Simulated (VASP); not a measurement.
Input of a VASP 6.6.1 run:

Contents of INCAR:

```
  PREC = Accurate
  ENCUT = 520
  EDIFF = 1E-7
  ISMEAR = 0
  SIGMA = 0.01
  LREAL = F
  LASPH = T
  NELM = 60
  ALGO = Normal
  ISIF = 2
  LWAVE = F
  LCHARG = F
  METAGGA = R2SCAN
  LMIXTAU = T
  LUSE_VDW = T
  IVDW_NL = 2
  BPARAM = 11.95
  CPARAM = 0.0093
```

Contents of KPOINTS:

```
regular mesh
0
Gamma
  10 10 8
```

The input POSCAR:

```
TiO
3.031
    1.000000000000      0.000000000000      0.000000000000
   -0.500000000000      0.866025403794      0.000000000000
    0.000000000000      0.000000000000      1.068195315078
Ti O
1 1
Direct
    0.6666666667      0.3333333333      0.0000000000
    0.0000000000      0.0000000000      0.5000000000
```

Potentials or basis: VASP PAW PBE potentials, release 64 (Ti_pv, O).

The run is started by

```sh
$ cat potpaw_PBE.64/Ti_pv/POTCAR potpaw_PBE.64/O/POTCAR > POTCAR
$ mpirun -np 1 vasp_std > vasp.out
```

Task: Predict the pressure.

Result: -40.5 GPa.

Task: What does it give for the band gap on the k mesh?

Result: 0.16 eV, direct.

Stress tensor (GPa, compression positive):
```
-33.49   0.00   0.00
  0.00 -33.49   0.00
  0.00   0.00 -54.54
```

Caveat: a pressure of tens of GPa on the cell as given is suspect, and the run, the potentials or the cell itself is likely at fault; the PAW data sets were made with another functional, which shifts forces and pressure a little. r2SCAN opens gaps a little over a GGA but as a rule still falls short of measured ones.
